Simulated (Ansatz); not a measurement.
**CoO under changes of volume**

One of the cells (9.684 Å³/atom); the others are scaled copies at fixed shape and fractional positions:

```
Co O
1.0
     0.00000    2.13150    2.13150
     2.13150    0.00000    2.13150
     2.13150    2.13150    0.00000
Co O
1 1
Direct
  0.00000 0.00000 0.00000
  0.50000 0.50000 0.50000
```

* Program: Ansatz 0.2.0
* Functional: PBEsol
* Potentials or basis: all-electron LAPW, scalar-relativistic
* Cutoff: 388 eV (chosen from the basis error)
* Basis error allowed: 0.0005 eV/atom
* k mesh: 11 × 11 × 11
* Occupations: fermi-dirac, width 0.05 eV
* Spin: collinear spin, ferromagnetic start
* Starting moments: [2.0, 0.0] μB

| volume (Å³/atom) | energy over the lowest point (meV/atom) | pressure (GPa) | moment (μB per cell) |
| --- | --- | --- | --- |
| 9.103 | 0.00 | -0.6 | 2.81 |
| 9.297 | 3.09 | -4.4 | 2.86 |
| 9.490 | 10.54 | -7.7 | 2.92 |
| 9.684 | 21.78 | -10.8 | 2.96 |
| 9.878 | 36.67 | -13.8 | 2.98 |
| 10.071 | 55.03 | -16.4 | 2.99 |
| 10.265 | ? | ? | ? |

What does the run at 10.265 Å³/atom give?

Energy over the lowest point 76.57 meV/atom; pressure -18.9 GPa; moment 3.00 μB per cell.

Worked out: A Birch-Murnaghan fit of order 3 (a polynomial in V^(-2/3)) to the other rows has its minimum at 9.06 Å³/atom, just outside them, with B0 = V·E''(V) = 175 GPa (rough, since the energies scatter). It gives 76.59 meV/atom at 10.265 Å³/atom, against the run's 76.57, and -dE/dV = -19.1 GPa, against -18.9. A parabola through the other rows of the moment, of slope -0.0406 μB per Å³/atom there, extrapolates to 2.99 μB, against the run's 3.00.

Energies are extrapolated to zero smearing.

Caveats: a cell with one magnetic atom can't hold antiferromagnetic order, which such compounds often take.
